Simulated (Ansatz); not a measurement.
**In: zone-centre modes**

These are results of Ansatz, DFT PBE, scalar-relativistic, plane waves, PAW, not measurements. Plane waves to 420 eV; Γ-centred k mesh 20×20×10; Fermi-Dirac smearing of 0.15 eV. No spin polarisation. Phonons by linear response, acoustic sum rule imposed.

The cell, relaxed at this level:
```
CELL_PARAMETERS angstrom
2.96293 -1.67488 -0.24327
2.96293 1.67488 -0.24327
-3.31037 0.00000 5.82449
ATOMIC_POSITIONS crystal
In 0.49999 0.50001 0.25000
In 0.50001 0.49999 0.75000
```

The cell was found from a structure generator's guess, not taken from experiment. In a metal, frequencies depend on the k mesh and the smearing, soft modes most.

Question: Is this structure stable against zone-centre distortions?

Answer: Yes, at Γ: no optical mode is imaginary. Strains and other wave vectors aren't tested by this run.

Question: List the optical modes at Γ (i marks imaginary ones).

Answer:
| frequency (meV) | degeneracy |
| --- | --- |
| 3.2 | 1 |
| 3.8 | 1 |
| 13.0 | 1 |
